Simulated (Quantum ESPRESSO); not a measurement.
The system is SnO2 (Cassiterite).

```
Sn O
1.0
     4.73800    0.00000    0.00000
     0.00000    4.73800    0.00000
     0.00000    0.00000    3.18650
Sn O
2 4
Cartesian
  2.3690 2.3690 1.5933
  0.0000 0.0000 0.0000
  3.8240 0.9140 1.5933
  3.2830 3.2830 0.0000
  0.9140 3.8240 1.5933
  1.4550 1.4550 0.0000
```

Base run:

```yaml
Program: Quantum ESPRESSO 7.5
Functional: PBE
Potentials_or_basis: SSSP 1.3 efficiency PBE
Cutoff: 816 eV
Density_cutoff: 6531 eV
k_mesh: 6 × 6 × 8
Occupations: fermi-dirac, width 0.05 eV
Spin: no spin polarisation
```

Its results: band gap on the k mesh 1.27 eV, direct; pressure 11.6 GPa; largest force 0.285 eV/Å.

Problem. The run is repeated on the same cell with these changes: functional from PBE to PBEsol; potentials or basis from SSSP 1.3 efficiency PBE to GBRV 1.5 PBEsol; cutoff from 816 eV to 925 eV; density cutoff from 6531 eV to 7401 eV. What comes out?

Solution. Band gap on the k mesh 1.19 eV, direct; pressure 5.0 GPa; largest force 0.214 eV/Å.

Caveats: spin-orbit coupling is left out, which moves the levels of the heavy elements.

Not every run made on this cell is shown here.
